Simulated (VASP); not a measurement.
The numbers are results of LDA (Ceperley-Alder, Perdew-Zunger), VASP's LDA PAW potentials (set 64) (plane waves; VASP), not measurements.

The input files of a VASP run:

File KPOINTS:
```
Automatic
0
gamma
 6 6 6
```

### INCAR
```
SYSTEM = LaAlO3
PREC = Accurate
ENCUT = 520
EDIFF = 1E-7
NELM = 100
ALGO = Normal
LREAL = .FALSE.
LASPH = .TRUE.
ISMEAR = 0
SIGMA = 0.05
LMAXMIX = 6
LWAVE = .FALSE.
LCHARG = .FALSE.
ISIF = 2
```

### POSCAR
```
LaAlO3
1.0
  3.7037286230   0.0000000000   0.0000000000
  0.0000000000   3.7037286230   0.0000000000
  0.0000000000   0.0000000000   3.7037286230
La Al O
1 1 3
direct
  0.0000000000   0.0000000000   0.0000000000
  0.5000000000   0.5000000000   0.5000000000
  0.5000000000   0.0000000000   0.5000000000
  0.0000000000   0.5000000000   0.5000000000
  0.5000000000   0.5000000000   0.0000000000
```

POTCAR, in this order: La Al O (LDA.64 set). Program: vasp_std.

Output

**OSZICAR**
```
       N       E                     dE             d eps       ncg     rms          rms(c)
DAV:   1     0.297606792227E+03    0.29761E+03   -0.14068E+04   888   0.245E+03
DAV:   2     0.439504475174E+02   -0.25366E+03   -0.22795E+03   928   0.377E+02
DAV:   3    -0.401485230106E+02   -0.84099E+02   -0.81879E+02  1244   0.185E+02
DAV:   4    -0.482070249271E+02   -0.80585E+01   -0.79994E+01  1260   0.600E+01
DAV:   5    -0.487845972974E+02   -0.57757E+00   -0.57715E+00  1228   0.152E+01    0.129E+01
DAV:   6    -0.444178090846E+02    0.43668E+01   -0.28515E+01  1180   0.352E+01    0.517E+00
DAV:   7    -0.444147431493E+02    0.30659E-02   -0.12468E+00  1408   0.963E+00    0.261E+00
DAV:   8    -0.443715118436E+02    0.43231E-01   -0.11539E-01  1272   0.365E+00    0.516E-01
DAV:   9    -0.443672000584E+02    0.43118E-02   -0.22593E-02  1296   0.115E+00    0.159E-01
DAV:  10    -0.443673272309E+02   -0.12717E-03   -0.13826E-03  1288   0.286E-01    0.485E-02
DAV:  11    -0.443673274010E+02   -0.17012E-06   -0.95743E-05  1392   0.927E-02    0.181E-02
DAV:  12    -0.443673253998E+02    0.20012E-05   -0.18562E-05  1312   0.431E-02    0.386E-03
DAV:  13    -0.443673254627E+02   -0.62917E-07   -0.80647E-07  1128   0.641E-03
   1 F= -.44367325E+02 E0= -.44367325E+02  d E =-.180885E-16
```

OUTCAR:
```
------------------------ aborting loop because EDIFF is reached ----------------------------------------
  FORCE on cell =-STRESS in cart. coord.  units (eV):
  Direction    XX          YY          ZZ          XY          YZ          ZX
  --------------------------------------------------------------------------------------
  Total        2.2383478      2.2383478      2.2383478      0.0000000     -0.0000000      0.0000000
  in kB       70.5863416     70.5863416     70.5863416      0.0000000     -0.0000000      0.0000000
  external PRESSURE =      70.5863416 kB  Pullay stress =       0.0000000 kB
  volume of cell :       50.81
      direct lattice vectors                 reciprocal lattice vectors
     3.703728623  0.000000000  0.000000000     0.269998183  0.000000000  0.000000000
     0.000000000  3.703728623  0.000000000     0.000000000  0.269998183  0.000000000
     0.000000000  0.000000000  3.703728623     0.000000000  0.000000000  0.269998183
 POSITION                                       TOTAL-FORCE (eV/Angst)
 -----------------------------------------------------------------------------------
      0.00000      0.00000      0.00000         0.000000      0.000000      0.000000
      1.85186      1.85186      1.85186         0.000000      0.000000      0.000000
      1.85186      0.00000      1.85186         0.000000      0.000000      0.000000
      0.00000      1.85186      1.85186         0.000000      0.000000      0.000000
      1.85186      1.85186      0.00000         0.000000      0.000000      0.000000
 -----------------------------------------------------------------------------------
    total drift:                                0.000000      0.000000      0.000000
  FREE ENERGIE OF THE ION-ELECTRON SYSTEM (eV)
  ---------------------------------------------------
  free  energy   TOTEN  =       -44.3673254627 eV

  energy  without entropy=      -44.3673254627  energy(sigma->0) =      -44.36732546
```
(Selected blocks of OUTCAR.)

The compound is LaAlO3 in the cubic perovskite structure, the ideal cubic form; the compound distorts at low or room temperature. This cell is one point of a volume scan, at 0.97 of the reference volume.
